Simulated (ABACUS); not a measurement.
The system is RbBr.

```
CELL_PARAMETERS angstrom
4.12608 0.00000 0.00000
0.00000 4.12608 0.00000
0.00000 0.00000 4.12608
ATOMIC_POSITIONS crystal
Rb 0.00000 0.00000 0.00000
Br 0.50000 0.50000 0.50000
```

The cell comes from a database or a generator and needn't be the stable form of this composition.

| Property | Result |
| --- | --- |
| Program | ABACUS 3.10.1 |
| Task | single point |
| Functional | PBE |
| Potentials or basis | PseudoDojo NC SR 0.4.1 PBE standard |
| Cutoff | 639 eV |
| Density cutoff | 2558 eV |
| Basis | plane waves |
| k mesh | 7 × 7 × 7 |
| Occupations | fermi-dirac, width 0.05 eV |
| Spin | no spin polarisation |

On this cell: pressure 0.8 GPa; largest force zero by symmetry; band gap on the k mesh 4.10 eV, indirect (least direct gap 4.23 eV).

The same run follows on a disturbed copy (atoms moved at random, drawn with an rms of 0.05 Å):

```
CELL_PARAMETERS angstrom
4.12608 0.00000 0.00000
0.00000 4.12608 0.00000
0.00000 0.00000 4.12608
ATOMIC_POSITIONS crystal
Rb 0.99298 0.00531 0.99258
Br 0.49163 0.50630 0.50447
```

**Question.** What changes?

**Answer.** The energy moves by +0.5 meV/atom; pressure 0.8 GPa; largest force 0.041 eV/Å; band gap on the k mesh 4.11 eV, indirect (least direct gap 4.24 eV).

Forces on the atoms (eV/Å):
```
Rb  -0.005  0.003  0.040
Br   0.005 -0.003 -0.040
```

Caveats: an odd mesh through Γ misses points on the zone boundary, where band edges often lie.
